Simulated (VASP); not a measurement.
# Settings for CdSe: self-consistent run

CdSe, P1 (no. 1), 48 atoms in the cell. PBE; PAW potentials Cd, Se (PBE set). VASP 6.6.1.

Wanted: energy within 0.5 meV/atom; forces within 0.003 eV/Å.

What the run is for: forces in a large cell; Accuracy asked: tight; Cell repeated: 2 × 2 × 3.

POSCAR:
```
CdSe
1.0
    8.6000000000      0.0000000000      0.0000000000
   -4.3000000000      7.4478184726      0.0000000000
    0.0000000000      0.0000000000     21.0600000000
Cd Se
24 24
Direct
    0.3370840000      0.1652040000      0.1682010000
    0.3419170000      0.1698870000      0.4978100000
    0.3295600000      0.1582720000      0.8338220000
    0.3289420000      0.6689930000      0.1665980000
    0.3369180000      0.6712720000      0.5004040000
    0.3339540000      0.6720330000      0.8344720000
    0.8344570000      0.1670580000      0.1652000000
    0.8292030000      0.1660260000      0.5011110000
    0.8330060000      0.1614690000      0.8328370000
    0.8286540000      0.6578510000      0.1652180000
    0.8292560000      0.6668310000      0.4991050000
    0.8269200000      0.6686560000      0.8309010000
    0.1643640000      0.3331690000     -0.0002380000
    0.1695170000      0.3323200000      0.3332120000
    0.1669190000      0.3293810000      0.6668750000
[... 20 lines left out ...]
    0.8370660000      0.6669670000      0.9622070000
    0.1607550000      0.3278600000      0.1268700000
    0.1705030000      0.3366780000      0.4631450000
    0.1669260000      0.3317850000      0.7942290000
    0.1623700000      0.8306500000      0.1264260000
    0.1690270000      0.8327680000      0.4634890000
    0.1628770000      0.8281950000      0.7970960000
    0.6744620000      0.3379380000      0.1274340000
    0.6713870000      0.3355470000      0.4619530000
    0.6735440000      0.3355810000      0.7949720000
    0.6708270000      0.8331940000      0.1287090000
    0.6696590000      0.8372020000      0.4635650000
    0.6631040000      0.8238170000      0.7944150000
```

The series start from Plane-wave cutoff (eV): 320; Projection operators (LREAL): Auto, ROPT -0.00025; Precision mode (PREC): Normal; Parallel layout: defaults; Program: vasp_std; Electronic algorithm: ALGO=Normal; Bands a block (NSIM): NSIM=4. Each series keeps the choices made before it, and each single choice may use up half of a tolerance.

## Plane-wave cutoff (eV)

| Plane-wave cutoff (eV) | Energy less reference (meV/atom) | Forces, largest deviation (eV/Å) | SCF iterations | Time (s) |
|---|---|---|---|---|
| 250 | 11.24 | 0.0135 | 17 | 21 |
| 280 | 2.93 | 0.0112 | 17 | 22 |
| 320 | 1.14 | 0.0037 | 17 | 28 |
| 360 | 1.87 | 0.0056 | 17 | 29 |
| 440 (reference) | 0.00 | 0.0000 | 17 | 40 |

Chosen: 440; the next looser run is off by more than half of the tolerance, so convergence isn't shown beyond this value.

## Projection operators (LREAL)

| Projection operators (LREAL) | Energy less reference (meV/atom) | Forces, largest deviation (eV/Å) | SCF iterations | Time (s) |
|---|---|---|---|---|
| Auto, ROPT -0.005 | -7.17 | 0.1843 | 17 | 38 |
| Auto, ROPT -0.002 | -0.74 | 0.0448 | 17 | 39 |
| Auto, ROPT -0.001 | -0.74 | 0.0448 | 17 | 39 |
| Auto, ROPT -0.0005 | 0.30 | 0.0178 | 17 | 37 |
| Auto, ROPT -0.00025 | -0.16 | 0.0029 | 17 | 40 |
| Auto, ROPT -0.0001 | -0.39 | 0.0024 | 17 | 38 |
| False (reference) | 0.00 | 0.0000 | 17 | 60 |

Chosen: False; the one before it in the list is off by more than half of the tolerance.

## Precision mode (PREC)

| Precision mode (PREC) | Energy less reference (meV/atom) | Forces, largest deviation (eV/Å) | SCF iterations | Time (s) |
|---|---|---|---|---|
| SingleN | -2.93 | 0.0486 | 16 | 55 |
| Normal | 0.01 | 0.0033 | 17 | 60 |
| Accurate (reference) | 0.00 | 0.0000 | 17 | 71 |

Chosen: Accurate; the one before it in the list is off by more than half of the tolerance.

## Parallel layout

| Parallel layout | Energy less reference (meV/atom) | Forces, largest deviation (eV/Å) | SCF iterations | Time (s) |
|---|---|---|---|---|
| defaults | 0.00 | 0.0000 | 17 | 71 |
| NCORE=2 | 0.00 | 0.0000 | 17 | 56 |
| NCORE=4 | 0.00 | 0.0000 | 17 | 52 |
| NCORE=8 | 0.00 | 0.0000 | 17 | 49 |
| NPAR=2 | 0.00 | 0.0000 | 17 | 52 |

Chosen: NCORE=8, the fastest of those that stay within half of the tolerance.

## Program

| Program | Energy less reference (meV/atom) | Forces, largest deviation (eV/Å) | SCF iterations | Time (s) |
|---|---|---|---|---|
| vasp_std | 0.00 | 0.0000 | 17 | 49 |
| vasp_gam | 0.00 | 0.0000 | 17 | 30 |

Chosen: vasp_gam.

## Electronic algorithm

| Electronic algorithm | Energy less reference (meV/atom) | Forces, largest deviation (eV/Å) | SCF iterations | Time (s) |
|---|---|---|---|---|
| ALGO=Normal | 0.00 | 0.0000 | 17 | 30 |
| ALGO=Fast | 0.00 | 0.0002 | 16 | 26 |
| ALGO=VeryFast | 0.00 | 0.0001 | 25 | 36 |
| ALGO=All ISEARCH=1 | 0.00 | 0.0009 | 18 | 32 |

Chosen: ALGO=Normal; no other choice that stays within half of the tolerance saves 30 % of the time.

## Bands a block (NSIM)

| Bands a block (NSIM) | Energy less reference (meV/atom) | Forces, largest deviation (eV/Å) | SCF iterations | Time (s) |
|---|---|---|---|---|
| NSIM=4 | 0.00 | 0.0000 | 17 | 30 |
| NSIM=1 | 0.00 | 0.0000 | 17 | 29 |
| NSIM=2 | 0.00 | 0.0000 | 17 | 30 |
| NSIM=8 | 0.00 | 0.0001 | 15 | 26 |
| NSIM=16 | 0.00 | 0.0001 | 15 | 26 |

Chosen: NSIM=4.

## All choices together

| Input | Energy less reference (meV/atom) | Forces, largest deviation (eV/Å) | Time (s) |
|---|---|---|---|
| the program's defaults (naive) | 3.83 | 0.0200 | 25 |
| chosen settings | 0.00 | 0.0000 | 30 |
| reference settings throughout | 0.00 | 0.0000 | 71 |

The chosen settings stay within the tolerance of the reference run, but the reference itself isn't shown to be converged in: Plane-wave cutoff (eV).

## The input

INCAR:
```
ALGO = Normal
EDIFF = 1E-6
EFERMI = MIDGAP
ENCUT = 440
GGA = PE
GGA_COMPAT = False
ISIF = 2
ISMEAR = 0
ISYM = 0
LASPH = True
LCHARG = False
LREAL = False
LWAVE = False
NCORE = 8
NELM = 120
NSIM = 4
PREC = Accurate
SIGMA = 0.03
```

KPOINTS:
```
k-points
0
Gamma
  1 1 1
```

Commands:
```
cat potpaw_PBE.64/Cd/POTCAR potpaw_PBE.64/Se/POTCAR > POTCAR
mpirun -np 8 vasp_gam > vasp.out
```

Limits: Only the k mesh 1 × 1 × 1 was run, so its error is untested.

The chosen input took VASP 6.6.1 30 s on 8 cores (AMD EPYC 9R45 (Zen 5)), a shared host.

## An input that fails: Gamma-only program on a mesh of k points

VASP's message: You are using the Gamma-point-only version with more than one k-point or some other non-Gamma k-point.

k mesh: 1 × 1 × 1 becomes 2 × 2 × 2.

Changes against the starting input:
```
- NELM = 120
+ NELM = 57
- vasp_std
+ vasp_gam
(KPOINTS)
-k-points
+Automatic mesh
-  1 1 1
+  2 2 2
+  0 0 0
```
